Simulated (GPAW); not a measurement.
# NbAs (P1) in GPAW: single point with PBEsol

Aim: the single point of NbAs with PBEsol.

All numbers are computed with GPAW 26.7.0; they aren't measurements. Logs are shortened: lines on timing, memory, paths and dates and some standing lists are left out, and cuts for length are marked. The log counts tension as positive stress, the text compression.

**1. The cell of the first run**

The typed cell holds 4 atoms: a = 6.330 Å, b = 6.330 Å, c = 6.330 Å, α = 148.35°, β = 148.35°, γ = 45.36°.

**2. Single point, PBEsol (atoms moved at random, drawn with an rms of 0.05 Å)**

Contents of run.py:

```python
from ase import Atoms
from ase.dft.bandgap import bandgap
from ase.io import write
from ase.units import GPa
from ase.parallel import parprint
from gpaw import GPAW, PW, setup_paths

setup_paths.insert(0, '.')

atoms = Atoms(['Nb', 'Nb', 'As', 'As'],
              cell=[[-1.72585, 1.72585, 5.84],
                    [1.72585, -1.72585, 5.84],
                    [1.72585, 1.72585, -5.84]],
              scaled_positions=[[0.506457, -0.001157, 0.512873],
                                [0.751105, 0.759663, 0.007021],
                                [0.893408, 0.421019, 0.496569],
                                [0.159604, 0.170121, 0.002004]],
              pbc=True)

calc = GPAW(mode=PW(600),
            xc='PBEsol',
            kpts={'size': (11, 11, 11), 'gamma': True},
            occupations={'name': 'fermi-dirac', 'width': 0.05},
            nbands=34,
            convergence={'density': 1e-05, 'energy': 1e-05},
            maxiter=150,
            txt='gpaw.txt')
atoms.calc = calc
energy = atoms.get_potential_energy()
forces = atoms.get_forces()
stress = atoms.get_stress()
calc.write('gs.gpw')
write('result.traj', atoms)
parprint(f'Energy: {energy:.6f} eV')
parprint('Forces (eV/A):')
parprint(forces.round(4))
parprint('Stress (GPa):', (stress / GPa).round(3))
parprint('Fermi level:', round(calc.get_fermi_level(), 4), 'eV')
parprint(f'Gap: {bandgap(calc)[0]:.4f} eV, direct: {bandgap(calc, direct=True)[0]:.4f} eV')
```

Potentials or basis: PAW data sets generated in the run's folder for this functional, pw.

On the command line:

```
gpaw-setup -f PBEsol As Nb
OMP_NUM_THREADS=1 mpirun -n 4 gpaw python run.py
```

gpaw.txt:

```text
__  _  _
 | _ |_)|_||  |
 |__||  | ||/\| - 26.7.0

Input parameters:
  mode=PW(ecut=600.0),
  convergence={'density': 1e-05, 'energy': 1e-05},
  kpts=MonkhorstPack(size=(11, 11, 11), gamma=True),
  maxiter=150,
  nbands=34,
  occupations=Occupations(name='fermi-dirac', width=0.05),
  xc=XC(name='PBEsol')

Diagonalizing LCAO Hamiltonian
Converting LCAO to pw mode

       Nb

         As

       As
         Nb

Atoms  # Å, Bohr magnetons
|   | symbol |        x |         y |         z |    initial magnetic moments |
|---|--------|----------|-----------|-----------|-----------------------------|
| 0 |     Nb | 0.009076 |  1.761207 | -0.044226 | ( 0.0000,  0.0000,  0.0000) |
| 1 |     Nb | 0.026887 | -0.002653 |  8.781882 | ( 0.0000,  0.0000,  0.0000) |
| 2 |     As | 0.041731 |  1.672276 |  4.776291 | ( 0.0000,  0.0000,  0.0000) |
| 3 |     As | 0.021609 | -0.014692 |  1.913891 | ( 0.0000,  0.0000,  0.0000) |

Unit cell  # Å
| periodic |         x |         y |         z |  lengths |     angles |
|----------|-----------|-----------|-----------|----------|------------|
|      yes | -1.725850 |  1.725850 |  5.840000 | 6.329512 | 148.353918 |
|      yes |  1.725850 | -1.725850 |  5.840000 | 6.329512 | 148.353918 |
|      yes |  1.725850 |  1.725850 | -5.840000 | 6.329512 |  45.363182 |

Number of symmetries: 1
Symmetry operations  # r_c * U_cc + t_c -> r_c
|   | kind |            matrix            |
|---|------|------------------------------|
| 0 |  E   |  1, 0, 0,  0, 1, 0,  0, 0, 1 |

BZ-sampling:
  Number of BZ points: 1331
  Number of IBZ points: 666

  Monkhorst-Pack size: [11, 11, 11]
  Monkhorst-Pack shift: [0, 0, 0]

K-points  # in reciprocal-cell coordinates
|     |                                coordinates |     weight |
|-----|--------------------------------------------|------------|
|   0 | (  0.00000000,   0.00000000,   0.00000000) | 0.00075131 |
|   1 | (  0.00000000,   0.00000000,   0.09090909) | 0.00150263 |
|   2 | (  0.00000000,   0.00000000,   0.18181818) | 0.00150263 |
|   3 | (  0.00000000,   0.00000000,   0.27272727) | 0.00150263 |
|   4 | (  0.00000000,   0.00000000,   0.36363636) | 0.00150263 |
|   5 | (  0.00000000,   0.00000000,   0.45454545) | 0.00150263 |
|   6 | (  0.00000000,   0.09090909,  -0.45454545) | 0.00150263 |
|   7 | (  0.00000000,   0.09090909,  -0.36363636) | 0.00150263 |
|   8 | (  0.00000000,   0.09090909,  -0.27272727) | 0.00150263 |
|   9 | (  0.00000000,   0.09090909,  -0.18181818) | 0.00150263 |
| ... |                                            |            |
| 665 | (  0.45454545,   0.45454545,   0.45454545) | 0.00150263 |

Plane wave coefficients: 2341
Cutoff: 600.0 eV

Spin-components: 1 (collinear spins)
Bands:           34
Projectors:      22
Spin-degeneracy: 2
Datatype:        complex128

Parallelization:
  kpt:    4
  domain: 1
  band:   1

Density:
  Valence electrons: 36.0
  Components: 1
  Grid points: [36 36 36]
  Charge: 0.0  # |e|

Potential:
  Grid points: [36 36 36]

species:
  Nb:
    name:    Niobium
    Z:       41.0
    valence: 13
    core:    28
    charge:  0.0  # [|e|]
    compensation charges:
      type: gauss
      rc: 0.40  # [Å]
      lmax: 2
    cutoffs:
      filter: 2.35  # [Å]
      core: 1.51  # [Å]
    projectors
    | kind |    occ | energy [eV] | rcut [Å] |
    |------|--------|-------------|----------|
    |   4s |  2.000 |     -58.318 |    1.323 |
    |   5s |  1.000 |      -4.011 |    1.323 |
    |   4p |  6.000 |     -34.497 |    1.323 |
    |   5p |  0.000 |      -1.086 |    1.323 |
    |   4d |  4.000 |      -3.056 |    1.244 |
    |    d |        |      24.155 |    1.244 |

    Using partial waves for Nb as LCAO basis

  As:
    name:    Arsenic
    Z:       33.0
    valence: 5
    core:    28
    charge:  0.0  # [|e|]
    compensation charges:
      type: gauss
      rc: 0.33  # [Å]
      lmax: 2
    cutoffs:
      filter: 1.87  # [Å]
      core: 2.96  # [Å]
    projectors
    | kind |    occ | energy [eV] | rcut [Å] |
    |------|--------|-------------|----------|
    |   4s |  2.000 |     -14.495 |    1.058 |
    |   4p |  3.000 |      -5.197 |    1.058 |
    |    s |        |      12.716 |    1.058 |
    |    p |        |      22.014 |    1.058 |
    |    d |        |       0.000 |    1.058 |

    Using partial waves for As as LCAO basis

Reference energy: -330616.110155  # eV

eigensolver:
  PPCG
  Converge bands: occupied
  niter=2

density mixing:
  MSR1-Mixer
  Pratt-step length: 0.05
  Maximum mixing coefficient: 0.75
  Old densities: 10
  SVD Regularization: 0.005
  Good broyden scale: 1.0
  Trust region scale: 1.0
  Backstep threshold: 4.0
  History deletion threshold: 6.0
  Fourier metric: weight=20.0, sigma=0.015

occupation numbers:
  Fermi-Dirac:
    width: 0.0500  # eV

poisson solver:
  ecut: 4800.0  # eV

xc functional:
  name: PBEsol with 2 nearest neighbor stencil

convergence criteria:
- Maximum integral of absolute [dens]ity change: 1e-05 electrons / valence electron
- Maximum [total energy] change in last 3 cyles: 1e-05 eV / valence electron
- Maximum integral of absolute [eigenst]ate change: 4e-08 eV^2 / valence electron
maximum number of iterations: 150

SCF iterations
|iter     | |      energy | eigst |  dens |
|---------|-|-------------|-------|-------|
|iter:   1| |  -37.359229 | +0.09 |       |
|iter:   2| |  -36.814902 | -2.21 | -0.98 |
|iter:   3| |  -35.316769 | -1.01 | -1.03 |
|iter:   4| |  -35.644443 | -2.35 | -1.60 |
|iter:   5| |  -35.264676 | -2.63 | -1.37 |
|iter:   6| |  -35.259887 | -3.21 | -1.87 |
|iter:   7| |  -35.259415 | -4.44 | -2.69 |
|iter:   8| |  -35.259407 | -5.38 | -3.19 |
|iter:   9| |  -35.259382c| -6.14 | -3.51 |
|iter:  10| |  -35.259382c| -7.70c| -4.11 |
|iter:  11| |  -35.259382c| -7.46c| -4.71 |
|iter:  12| |  -35.259382c| -8.66c| -5.47c|

Converged in 12 steps
Energy contributions relative to reference atoms: (reference = -330616.110155)

Energy contributions:
  Kinetic:          26.554250
  Coulomb:         -33.104749
  Zero:             -0.185996
  External:          0.000000
  Xc:              -28.519850
  Entropy:          -0.006073
  Spinorbit:         0.000000
  ----------------------------
  Free energy:     -35.262419
  Extrapolated:    -35.259382

dipole moment: (-8.711146, -14.898003, 67.506213)  # |e|*Ang

Fermi level: 10.529
Eigenvalues  # (at kpt = [0.000, 0.000, 0.000])
| band index |      eig [eV] | occ [0-2] |
|------------|---------------|-----------|
|          0 |       -44.535 |     2.000 |
|        ... |               |           |
|         10 |         4.223 |     2.000 |
|         11 |         7.665 |     2.000 |
|         12 |         8.014 |     2.000 |
|         13 |         8.335 |     2.000 |
|         14 |         8.490 |     2.000 |
|         15 |         8.797 |     2.000 |
[... 8 lines left out ...]
|         24 |        14.635 |     0.000 |
|         25 |        14.705 |     0.000 |
|        ... |               |           |
|         33 |        23.591 |     0.000 |

No gap
No difference between direct/indirect transitions

Forces  # eV/Ang
|        x |        y |        z |
|----------|----------|----------|
|  0.28321 | -0.92724 | -0.10279 |  # Nb   0
|  0.01457 | -0.00821 | -1.47271 |  # Nb   1
| -0.34777 |  0.63840 |  1.31286 |  # As   2
|  0.05001 |  0.29704 |  0.26267 |  # As   3

Stress tensor  # eV/Ang^3
|         x |        y |         z |
|-----------|----------|-----------|
|  0.005991 | 0.001523 | -0.001317 |
|  0.001523 | 0.026422 |  0.003219 |
| -0.001317 | 0.003219 | -0.001250 |

# Writing to gs.gpw (mode='')
```

Wall time 19 min (4 MPI ranks of Intel Xeon at 2.50GHz (Skylake/Cascade Lake), shared host); peak memory 0.53 GiB.

Results:

```
Free energy            : -35.2624 eV
Pressure               : -1.7 GPa
Largest force          : 1.501 eV/Å
Band gap on the k mesh : none (metal or under the smearing width)
```

Forces on the atoms (eV/Å):
```
Nb   0.283 -0.927 -0.103
Nb   0.015 -0.008 -1.473
As  -0.348  0.638  1.313
As   0.050  0.297  0.263
```

Caveat: the program warned that so skewed a cell can give wrong results.
